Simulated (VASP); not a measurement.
A calculation with VASP 6.6.1 of TePt (native input, structure from a POSCAR):

The input INCAR:

```
SYSTEM = TePt
ALGO = Normal ; EDIFF = 1E-6
ENCUT = 520 ; GGA = PS
ISIF = 2 ; ISMEAR = 0
LASPH = .TRUE. ; LCHARG = .FALSE.
LREAL = .FALSE. ; LWAVE = .FALSE.
NBANDS = 24 ; NELM = 60
PREC = Accurate ; SIGMA = 0.02
```

File KPOINTS:

```
k-points
0
G
  7 7 5
  0 0 0
```

Contents of POSCAR:

```
TePt
4.2629
    0.999995270450      0.000000000000      0.000000000000
   -0.499997635225      0.866021307866      0.000000000000
    0.000000000000      0.000000000000      1.328150085622
Pt Te
2 2
Direct
    0.0000000000      0.0000000000      0.0000000000
    0.0000000000      0.0000000000      0.5000000000
    0.3333333333      0.6666666667      0.2500000000
    0.6666666667      0.3333333333      0.7500000000
```

Potentials or basis: VASP PAW PBE potentials, release 54 (Pt, Te).

The run is started by

```sh
$ cat potpaw_PBE.54/Pt/POTCAR potpaw_PBE.54/Te/POTCAR > POTCAR
$ mpirun -np 1 vasp_std > vasp.out
```

Measurements of this composition are mostly on another form, of space group No. 166.

**Question.** Write the same calculation in another form: ASE script, Cartesian positions.

**Answer.** As run:

The input run.py:

```python
from ase.calculators.vasp import Vasp
from ase.dft.bandgap import bandgap
from ase.io import read

atoms = read('TePt.xyz')
calc = Vasp(
    directory='calc',
    xc='pbesol',
    pp='PBE',
    setups='recommended',
    pp_version='54',
    prec='Accurate',
    encut=520,
    ediff=1e-06,
    ismear=0,
    sigma=0.02,
    lreal=False,
    lasph=True,
    nelm=60,
    algo='Fast',
    isif=2,
    lwave=False,
    lcharg=True,
    lelf=True,
    lvhar=True,
    kpts=[7, 7, 5],
    gamma=True,
    nbands=24,
)
atoms.calc = calc

print('energy (eV):', atoms.get_potential_energy())
print('free energy (eV):', atoms.get_potential_energy(force_consistent=True))
print('forces (eV/A):')
print(atoms.get_forces())
print('stress (eV/A^3, Voigt):', atoms.get_stress())
print('Fermi level (eV):', calc.get_fermi_level())
gap, top, bottom = bandgap(calc)
print('band gap (eV):', gap, 'from (spin, k, band)', top, 'to', bottom)
```

TePt.xyz

```xyz
4
Lattice="4.2628798384 0.0000000000 0.0000000000 -2.1314399192 3.6917622333 0.0000000000 0.0000000000 0.0000000000 5.6617710000" Properties=species:S:1:pos:R:3 pbc="T T T"
Pt     0.0000000000      0.0000000000      0.0000000000
Pt     0.0000000000      0.0000000000      2.8308855000
Te    -0.0000000002      2.4611748223      1.4154427500
Te     2.1314399194      1.2305874110      4.2463282500
```

Potentials or basis: VASP PAW PBE potentials, release 54 (Pt, Te).

Launch:

```bash
$ python run.py
```

Both were run:

|  | native input, structure from a POSCAR | ASE script, Cartesian positions |
| --- | --- | --- |
| Pressure | -5.1 GPa | -5.1 GPa |
| Band gap on the k mesh | none (metal or under the smearing width) | none (metal or under the smearing width) |

Keys that steer only the numerical path or the files written may differ.

Caveat: the PAW data sets were made with another functional, which shifts forces and pressure a little.
